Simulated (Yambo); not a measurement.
**Si: optical spectrum with LDA**

Si:

```
Si
1.0
     0.00000    2.72185    2.72185
     2.72185    0.00000    2.72185
     2.72185    2.72185    0.00000
Si
2
Direct
  0.50000 0.50000 0.50000
  0.75000 0.75000 0.75000
```

```yaml
Program: Yambo 5.3.0
Task: optical spectrum
Functional: LDA
Potentials_or_basis: PseudoDojo 0.4.1 SR LDA standard
Cutoff: 435 eV
Density_cutoff: 1742 eV
k_mesh: 6 × 6 × 6
Occupations: fixed
Spin: no spin polarisation
k_mesh_of_the_self-consistent_run: 8 × 8 × 8
Form_of_the_LDA: PW92
Direction_of_the_field_or_of_q_to_0: y
Broadening: 0.3 eV
Kernel: none (independent particles)
Top_of_the_energy_range: 15 eV
Energy_points: 300
Correction_of_the_levels: none
Bands_in_the_response: 44
```

```json
{
 "Band gap on the k mesh, mean-field level": "0.63 eV, indirect (least direct gap 2.53 eV)",
 "Electronic dielectric constant along the field": "17.81"
}
```

Dielectric function (along the field direction of the input):
| energy (eV) | real part | imaginary part |
| --- | --- | --- |
| 0.25 | 17.90 | 1.52 |
| 1.00 | 19.45 | 2.03 |
| 1.76 | 24.29 | 4.36 |
| 2.56 | 28.71 | 26.22 |
| 3.31 | 20.83 | 32.85 |
| 4.11 | -16.17 | 18.28 |
| 4.87 | -9.05 | 7.25 |
| 5.67 | -3.56 | 6.39 |
| 6.42 | -5.81 | 8.11 |
| 7.22 | -5.49 | 4.14 |
| 7.98 | -4.35 | 1.91 |
| 8.78 | -2.95 | 1.51 |
| 9.53 | -2.24 | 1.19 |
| 10.33 | -1.84 | 1.03 |
| 11.09 | -1.51 | 0.72 |
| 11.89 | -1.02 | 0.50 |
| 12.64 | -0.81 | 0.51 |
| 13.44 | -0.67 | 0.51 |
| 14.20 | -0.48 | 0.38 |
| 15.00 | -0.36 | 0.27 |

It took 18 s on 1 thread of Arm Neoverse V2 (shared host).

Caveat: this k mesh misses the band edges, so its gaps are larger than the crystal's; spectra need much finer meshes, so this one isn't converged; independent-particle spectra lack excitons. Expect the measured gap to be larger: semilocal functionals such as LDA lack the derivative discontinuity.
